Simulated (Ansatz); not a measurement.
# Ni: pressure up to the limit of the methods

One table from this session's results is given with a row withheld; the runs are named, their logs left out.

Method: DFT, PBE, PAW with Ansatz's default frozen-core files, scalar-relativistic, in Ansatz 0.2.0.

3 further runs of the same task are left out: 3 that didn't finish.

## The structure to begin with

Symmetry: I4_1/amd, No. 141, tetragonal system. The conventional cell has a = 4.338 Å, b = 4.338 Å, c = 2.386 Å, α = 90.00°, β = 90.00°, γ = 90.00°. Around Ni (site symmetry -4m2) lie 6 Ni at 2.25 to 2.39 Å.

As a file:

```xyz
2
Lattice="-2.1690 2.1690 1.1930 2.1690 -2.1690 1.1930 2.1690 2.1690 -1.1930" Properties=species:S:1:pos:R:3 pbc="T T T"
Ni    0.0000   -1.0845   -0.2982
Ni    0.0000    1.0845    0.2982
```

Whether this phase is the stable one at these pressures isn't tested.

Atoms are numbered in the order of the input: Ni1, Ni2.

Set-up of the first run:

File input.yaml:

```yaml
crystal:
  lattice:
    - [-2.1690211212, 2.1690211212, 1.1929616166]
    - [2.1690211212, -2.1690211212, 1.1929616166]
    - [2.1690211212, 2.1690211212, -1.1929616166]
  atoms:
    - { symbol: Ni, position: [-0.375, -0.125, -0.25], spin: 1.0 }
    - { symbol: Ni, position: [0.375, 0.125, 0.25], spin: 1.0 }
magnetization:
  spin_polarized: true
kpoints:
  mp_grid: { grid: [20, 20, 20] }
scf:
  occupations: { method: fermi_dirac, width: 0.1 }
hamiltonian:
  xc: pbe
  pseudopotentials: { kind: paw }
output:
  forces: true
  stress: true
relax:
  f_tol: 0.005
  max_steps: 40
  cell: {}
```

Command:

```sh
$ ansatz run input.yaml --threads 1 --pin off --max-ram 3072MiB --backend cpu --events-out ev --progress --plain --runs-dir out
```

Steps of the session up to this table: Cell relaxed at zero pressure, PAW; More of the same log: cell relaxed at zero pressure; Volume scaled by 1, PAW; Shape and atoms relaxed at 0.95 of the volume, PAW; Volume scaled by 0.95, PAW; Shape and atoms relaxed at 0.85 of the volume, PAW; More of the same log: shape and atoms relaxed at 0.85 of the volume; Volume scaled by 0.85, PAW; Shape and atoms relaxed at 0.75 of the volume, PAW; More of the same log: shape and atoms relaxed at 0.75 of the volume; Volume scaled by 0.75, PAW; Shape and atoms relaxed at 0.65 of the volume, PAW; Volume scaled by 0.65, PAW; Shape and atoms relaxed at 0.55 of the volume, PAW; More of the same log: shape and atoms relaxed at 0.55 of the volume.

One of the session's tables, all rows but one given; the rest of the session is left out.

| method | volume over the first | volume (Å³/atom) | pressure (GPa) | moment Ni1 (μB) |
| --- | --- | --- | --- | --- |
| PAW | 1 | ? | ? | ? |
| PAW | 0.95 | 11.424 | 9.00 | 0.61 |
| PAW | 0.85 | 10.222 | 35.98 | 0.00 |
| PAW | 0.75 | 9.019 | 88.55 | 0.00 |
| PAW | 0.65 | 7.817 | 188.33 | 0.00 |

**Question.** Estimate the row for PAW, 1.

As computed: volume (Å³/atom): 12.026; pressure (GPa): -0.01; moment Ni1 (μB): 0.67. In the column «volume (Å³/atom)» it is the highest.

Limits of these values: Other magnetic orders may lie lower; this is the state that the run reached. Warnings in the runs' records: seeded moment not kept, look outside group, minimisation memory short.
